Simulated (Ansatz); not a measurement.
**Band structure of Zr**

```
Zr
1.0
    -1.81000    1.81000    1.81000
     1.81000   -1.81000    1.81000
     1.81000    1.81000   -1.81000
Zr
1
Direct
  0.00000 0.00000 0.00000
```

Conventional cell: a = 3.620 Å, b = 3.620 Å, c = 3.620 Å, α = 90.00°, β = 90.00°, γ = 90.00°. Around Zr (atom 1) lie 8 Zr at 3.14 Å.

The geometry is COD entry 9008559, unchecked; take it as a test cell.

Method: DFT, LDA, all-electron LAPW, scalar-relativistic (Ansatz 0.2.0).

Sampling and basis: a Γ-centred 16×16×16 k mesh, Fermi–Dirac smearing of 0.03 eV, basis error target 0.5 meV/atom, no spin polarisation.

Points in fractions of the reciprocal vectors of this cell: Γ (0, 0, 0), H (0.5, -0.5, 0.5), N (0, 0, 0.5), P (0.25, 0.25, 0.25). The path joins them by straight lines in the order Γ–H–N–Γ–P–H–P–N; legs that retrace an earlier one aren't tabulated. Energies are in eV from the Fermi level.

Problem. Is there a gap?

Solution. none: bands cross the Fermi level, a metal.

Problem. List the levels between -20 and 1.5 eV at the symmetry points.

Solution. 
Γ: -5.33, 1.07 (×3)
H: -2.45 (×2)
N: -2.74, -0.66
P: -0.52 (×3)
